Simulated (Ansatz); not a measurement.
**Ge: phonons across the zone**

Computed with DFT PBE, scalar-relativistic, plane waves, PAW (Ansatz 0.2.0). Plane waves to 420 eV; Γ-centred k mesh 12×12×2; Gaussian smearing of 0.01 eV. No spin polarisation. Phonons by linear response, acoustic sum rule imposed.

Equilibrium structure at this level:
```
Ge
1.0
     4.06754    0.00000    0.00000
    -2.03377    3.52259    0.00000
     0.00000    0.00000   19.99228
Ge
12
Direct
  0.00000 0.00000 0.18714
  0.00000 0.00000 0.68714
  0.00000 0.00000 0.31286
  0.00000 0.00000 0.81286
  0.33333 0.66667 0.52081
  0.66667 0.33333 0.02081
  0.33333 0.66667 0.97919
  0.66667 0.33333 0.47919
  0.33333 0.66667 0.64533
  0.66667 0.33333 0.14533
  0.33333 0.66667 0.85467
  0.66667 0.33333 0.35467
```

The structure comes from a generated guess, relaxed at this level; another structure or a mixture of phases may lie lower. The q mesh is coarse, so values between its points are rough.

Force constants from linear response on a 2×2×1 q mesh.

Path: Γ–M–K–Γ–A–L–H–A | L–M | H–K. Only the points of the 2×2×1 mesh were computed; the rest is interpolation, which is rough on so few points. On the mesh no mode is imaginary. Distance along the path (Å⁻¹), then the branches (cm⁻¹, negative for imaginary):
```
0.000  0 0 0 38 38 41 41 54 54 56 56 57 57 85 85 160 160 208 222 250 252 264 264 265 265 267 267 268 272 272 272 273 273 276 276 280
0.223  20 21 44 45 48 50 54 54 58 60 71 74 76 96 96 158 159 204 218 247 249 262 263 263 265 265 266 267 269 270 270 271 271 273 274 277
0.446  38 44 54 56 58 58 60 64 67 95 97 101 105 128 129 163 163 195 210 239 241 257 258 258 260 260 262 263 263 264 265 266 266 268 270 272
0.669  53 59 64 64 66 68 71 72 73 92 94 116 142 165 168 183 185 201 202 226 228 243 246 249 252 252 252 254 257 258 260 260 264 264 266 267
0.892  58 68 68 68 73 73 74 77 80 80 97 100 168 176 192 196 199 206 220 222 224 224 225 228 249 249 250 251 254 256 257 258 262 263 265 266
1.021  66 66 68 70 76 78 79 83 84 84 98 100 168 176 191 194 198 204 219 221 223 223 224 226 248 250 251 252 254 256 257 258 262 263 264 265
1.149  64 69 70 73 84 85 86 94 97 98 102 104 168 175 189 190 196 198 216 219 220 221 222 223 249 250 253 253 254 257 257 258 261 261 263 263
1.278  64 69 70 73 85 86 102 108 110 111 111 114 170 176 185 188 189 193 212 216 216 218 218 219 249 250 253 253 255 257 257 258 259 260 261 261
1.407  66 66 68 78 82 82 112 114 114 115 115 119 178 178 179 184 191 191 212 215 215 215 216 216 250 250 252 253 257 258 258 258 259 259 260 260
1.664  59 66 66 79 81 91 97 98 98 102 104 104 150 169 171 186 188 192 202 218 220 234 235 235 250 251 255 255 256 257 259 260 260 262 262 263
1.922  49 55 56 58 66 68 72 77 78 95 96 108 112 136 137 166 166 193 207 235 238 254 255 256 258 259 260 260 261 261 264 264 264 266 268 270
2.179  25 25 46 46 51 52 59 59 60 60 76 78 80 99 100 158 158 202 217 246 248 262 262 263 264 264 265 266 268 269 270 270 270 272 274 277
2.437  0 0 0 38 38 41 41 54 54 56 56 57 57 85 85 160 160 208 222 250 252 264 264 265 265 267 267 268 272 272 272 273 273 276 276 280
2.476  6 6 11 36 36 43 43 54 54 56 56 57 57 75 95 152 168 206 224 248 254 264 264 265 265 267 267 267 271 271 272 273 273 276 276 280
2.515  11 11 21 32 32 46 46 53 53 57 57 57 57 64 106 143 175 201 228 244 256 264 264 265 265 265 267 267 270 270 274 274 274 276 276 279
2.554  17 17 27 27 32 48 48 52 52 53 57 57 57 57 115 134 182 195 232 240 259 263 265 265 265 265 268 268 270 270 274 274 275 275 276 278
2.594  22 22 22 22 43 43 50 50 50 50 57 57 57 57 125 125 189 189 236 236 261 261 265 265 265 265 269 269 269 269 275 275 275 275 277 277
2.817  30 30 31 31 53 53 59 59 64 64 68 68 75 75 128 128 185 185 233 233 259 259 263 263 264 264 267 267 267 267 272 272 273 273 275 275
3.040  44 44 46 46 61 61 65 65 78 78 104 104 111 111 146 146 181 181 224 224 252 252 258 258 261 261 262 262 263 263 264 264 269 269 270 270
3.263  57 57 64 64 69 69 70 70 76 76 109 109 151 151 176 176 193 193 213 213 239 239 247 247 252 252 254 254 256 256 261 261 264 264 266 266
3.486  62 62 69 69 72 72 73 73 88 88 93 93 178 178 184 184 208 208 221 221 224 224 226 226 250 250 251 251 253 253 259 259 262 262 265 265
3.614  63 63 72 72 76 76 79 79 89 89 94 94 178 178 183 183 206 206 220 220 223 223 225 225 249 249 252 252 254 254 259 259 262 262 264 264
3.743  64 64 76 76 82 82 93 93 97 97 102 102 177 177 180 180 201 201 218 218 220 220 222 222 250 250 252 252 255 255 258 258 261 261 263 263
3.872  66 66 74 74 82 82 107 107 109 109 113 113 176 176 180 180 195 195 214 214 217 217 219 219 250 250 253 253 256 256 258 258 260 260 261 261
4.000  68 68 73 73 80 80 114 114 116 116 116 116 176 176 182 182 192 192 213 213 215 215 216 216 250 250 252 252 257 257 258 258 258 258 260 260
4.258  63 63 69 69 91 91 96 96 99 99 105 105 157 157 181 181 190 190 208 208 230 230 235 235 251 251 255 255 258 258 258 258 262 262 263 263
4.515  47 47 61 61 71 71 73 73 80 80 105 105 120 120 153 153 180 180 220 220 248 248 257 257 258 258 260 260 262 262 262 262 266 266 269 269
4.773  32 32 34 34 56 56 59 59 68 68 73 73 79 79 129 129 184 184 232 232 258 258 262 262 264 264 266 266 267 267 271 271 272 272 274 274
5.030  22 22 22 22 43 43 50 50 50 50 57 57 57 57 125 125 189 189 236 236 261 261 265 265 265 265 269 269 269 269 275 275 275 275 277 277
5.050  61 62 68 70 72 72 73 73 87 90 91 94 176 180 183 185 207 208 221 221 224 224 226 226 249 250 251 252 252 253 259 260 262 263 265 265
5.089  60 64 68 71 72 73 73 74 84 88 93 97 173 179 186 187 205 208 220 222 224 224 225 227 249 250 250 252 252 254 258 261 261 264 264 266
5.128  59 66 68 70 73 73 74 74 81 84 95 99 170 177 190 191 203 207 220 222 224 224 225 228 249 250 250 251 253 255 257 259 262 264 264 266
5.168  59 67 68 69 73 73 74 76 80 81 97 100 168 176 191 195 200 206 220 222 224 224 225 228 249 249 250 251 254 256 257 258 262 263 265 266
5.187  68 68 73 73 80 80 114 114 116 116 116 116 176 176 182 182 192 192 213 213 215 215 216 216 250 250 252 252 257 257 258 258 258 258 260 260
5.227  68 68 71 75 80 80 114 114 114 116 116 117 176 176 181 183 192 192 213 214 215 215 216 216 250 250 252 253 257 257 258 258 259 259 260 260
5.266  67 67 70 77 81 81 113 114 114 115 115 118 177 177 180 183 191 191 212 214 215 215 216 216 250 250 252 253 257 257 258 258 259 259 260 260
5.305  66 66 68 78 82 82 112 114 114 115 115 119 177 177 179 184 191 191 212 214 215 215 216 216 250 250 252 253 257 257 258 258 259 259 260 260
5.345  66 66 68 78 82 82 112 114 114 115 115 119 178 178 179 184 191 191 212 215 215 215 216 216 250 250 252 253 257 258 258 258 259 259 260 260
```
